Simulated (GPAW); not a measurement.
MoS2:

```
CELL_PARAMETERS angstrom
3.22746 0.00000 0.00000
-1.61373 2.79507 0.00000
0.00000 0.00000 6.31247
ATOMIC_POSITIONS crystal
Mo 0.00000 0.00000 0.50000
S 0.66667 0.33333 0.74468
S 0.33333 0.66667 0.25532
```

Measurements of this composition are mostly on another form, of space group No. 194.

```yaml
Program: GPAW 26.7.0
Task: relaxation of cell and atoms
Functional: PBEsol
Dispersion: D3
Potentials_or_basis: PAW data sets generated in the run's folder for this functional
Cutoff: 600 eV
Basis: pw
k_mesh: 7 × 7 × 3
Occupations: fermi-dirac, width 0.05 eV
Spin: no spin polarisation
```

At the start: pressure -4.9 GPa; volume 18.98 Å³/atom.

**Question.** How do energy, volume and symmetry change on relaxing?

**Answer.** Over 13 steps the energy falls by 43.7 meV/atom and the volume is 16.15 Å³/atom (-14.9 %); space group P-3m1 (No. 164, to 0.05 Å).

The path:
| step | energy change (eV) | largest force (eV/Å) | pressure (GPa) | volume (Å³) |
| --- | --- | --- | --- | --- |
| 1 | 0.0000 | 0.0159 | -4.95 | 56.94 |
| 2 | -0.0143 | 0.1311 | -3.93 | 56.47 |
| 3 | -0.0509 | 0.5665 | 0.65 | 54.22 |
| 4 | -0.0611 | 0.5303 | 1.04 | 53.68 |
| 5 | -0.0845 | 0.1900 | 0.37 | 52.28 |
| 6 | -0.0868 | 0.0558 | -0.16 | 51.96 |
| 7 | -0.0877 | 0.0154 | -0.36 | 51.88 |
| 8 | -0.0922 | 0.1236 | -1.10 | 51.51 |
| 9 | -0.0997 | 0.2554 | -1.79 | 50.88 |
| 10 | -0.1132 | 0.3644 | -2.16 | 49.57 |
| 11 | -0.1258 | 0.3058 | -1.87 | 48.46 |
| 12 | -0.1293 | 0.1531 | -0.82 | 48.04 |
| 13 | -0.1312 | 0.0545 | 0.24 | 48.46 |

Final structure:
```
Mo S
1.0
     3.15716    0.00000    0.00000
    -1.57858    2.73418    0.00000
     0.00000    0.00000    5.61381
Mo S
1 2
Direct
  0.00000 0.00000 0.50000
  0.66667 0.33333 0.77777
  0.33333 0.66667 0.22223
```

Caveat: later steps reuse the first step's grids.
